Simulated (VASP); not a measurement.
A run of VASP 6.6.1:

Contents of INCAR:

```
SYSTEM = W
  ALGO = Fast
  EDIFF = 1E-7
  EDIFFG = -0.002
  ENCUT = 520
  GGA = PE
  IBRION = 2
  ISIF = 3
  ISMEAR = 0
  LASPH = .True.
  LCHARG = .False.
  LREAL = .False.
  LWAVE = .False.
  NELM = 80
  NSW = 80
  PREC = Accurate
  SIGMA = 0.1
```

Contents of KPOINTS:

```
k-points
0
Gamma
  18 18 18
  0 0 0
```

File POSCAR:

```
W                                       
1.0
   -1.5857950539      1.5857950539      1.5857950539
    1.5857950539     -1.5857950539      1.5857950539
    1.5857950539      1.5857950539     -1.5857950539
  W             
     1
Direct
     0.0000000000000000    0.0000000000000000    0.0000000000000000
```

Potentials or basis: VASP PAW PBE potentials, release 64 (W).

Command:

```bash
$ cat potpaw_PBE.64/W/POTCAR > POTCAR
$ mpirun -np 1 vasp_std > vasp.out
```

Hardware: 1 thread of AMD EPYC 7R13 Processor (Zen 3) (shared host).

**Question.** Estimate the wall time of this run.

**Answer.** It took 17 s on 1 thread of AMD EPYC 7R13 Processor (Zen 3) (shared host), peak memory 0.11 GiB. Counts: scf iterations 16, k points 195, ion steps 1.
